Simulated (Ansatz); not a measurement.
## Structural energy differences of platinum

Method: DFT, PBE, plane waves (420 eV) with PAW, scalar-relativistic (Ansatz 0.2.0).

Each structure is relaxed within its own symmetry, so a high-lying one may be dynamically unstable.

(1) Rank these structures of platinum by energy per atom, lowest first.
A. diamond
B. hcp
C. bcc
D. fcc
E. dhcp
F. omega (AlB2-type)
G. simple cubic
H. A15

```
        structure  ΔE (meV/atom)  V (Å³/atom)                                    cell     magnetic state
              fcc              0        15.66                             a = 3.972 Å  spin not included
             dhcp             30        15.71  a = 2.791 Å, c = 9.318 Å (c/a = 3.339)  spin not included
              hcp             59        15.77  a = 2.767 Å, c = 4.757 Å (c/a = 1.719)  spin not included
              bcc             95        15.84                             a = 3.164 Å       non-magnetic
omega (AlB2-type)            145        16.04  a = 4.534 Å, c = 2.703 Å (c/a = 0.596)  spin not included
              A15            259        16.26                             a = 5.066 Å  spin not included
     simple cubic            459        18.10                             a = 2.626 Å  spin not included
          diamond           1074        24.13                             a = 5.780 Å  spin not included
```

ΔE counts from fcc.

Differences under about 8 meV lie within the error of the k-point mesh.

Answers

(1) D (0 meV/atom), E (30 meV/atom), B (59 meV/atom), C (95 meV/atom), F (145 meV/atom), H (259 meV/atom), G (459 meV/atom), A (1074 meV/atom).
